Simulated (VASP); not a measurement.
Write the native input for VASP 6.6.1 that does the following.

```yaml
Task: single point
Functional: PBE
Potentials_or_basis: VASP PAW PBE potentials, release 64 (Be, C, H)
Cutoff: 520 eV
k_mesh: 4 × 4 × 1
Occupations: fermi-dirac, width 0.15 eV
Spin: no spin polarisation
Dipole_correction: no
Further_INCAR_settings: LREAL = Auto; ALGO = Fast; EDIFF = 1e-06; NBANDS = 34
```

The structure of Be16HC lies in POSCAR:

```
Be16HC
1.0
    4.5800000000      0.0000000000      0.0000000000
    2.2900000000      3.9663960000      0.0000000000
    0.0000000000      0.0000000000     16.3826450000
Be C H
16 1 1
Direct
   -0.1666626328      0.3333252656      0.0610402044
    0.3333373672      0.3333252656      0.0610402044
   -0.1666628849      0.8333257698      0.0610402044
    0.3333371151      0.8333257698      0.0610402044
    0.0092576125     -0.0158078013      0.1713276458
    0.4973615571     -0.0207493150      0.1720235041
    0.0039447684      0.4733768388      0.1703143784
    0.5160556743      0.4741331930      0.1744345922
   -0.1376673189      0.3114918430      0.2806323399
    0.3265558653      0.3206437280      0.2861625824
   -0.1556595828      0.8225855411      0.2808276685
    0.3572086652      0.8100804862      0.2898677228
    0.0085151598     -0.0291700577      0.4046477232
    0.4421154073      0.0430617619      0.4063751610
   -0.0127584426      0.5214557498      0.3887345419
    0.5581562044      0.4756963248      0.4172464214
    0.9815838814      0.2744304906      0.4655902634
    1.0353002033      0.2394869297      0.5327833204
```

The cell was built by a generator and needn't be a form met in nature.

These files were run (other wordings do the same):

INCAR

```
  ALGO = Fast
  EDIFF = 1E-6
  ENCUT = 520
  GGA = PE
  ISIF = 2
  ISMEAR = -1
  LASPH = T
  LCHARG = F
  LREAL = Auto
  LWAVE = F
  NBANDS = 34
  NELM = 100
  PREC = Accurate
  SIGMA = 0.15
```

KPOINTS

```
k-points
0
Gamma
  4 4 1
```

Potentials or basis: VASP PAW PBE potentials, release 64 (Be, C, H).

Command:

```bash
$ cat potpaw_PBE.64/Be/POTCAR potpaw_PBE.64/C/POTCAR potpaw_PBE.64/H/POTCAR > POTCAR
$ mpirun -np 1 vasp_std > vasp.out
```

Results of the run:

```yaml
Largest_force: 1.070 eV/Å
Band_gap_on_the_k_mesh: none (metal or under the smearing width)
```

Caveat: the k mesh is coarse (spacing up to 0.40 Å⁻¹), so the values aren't converged.

It took 120 s on 1 thread of Intel(R) Xeon(R) 6975P-C (Granite Rapids), on a shared host, peak memory 0.41 GiB.
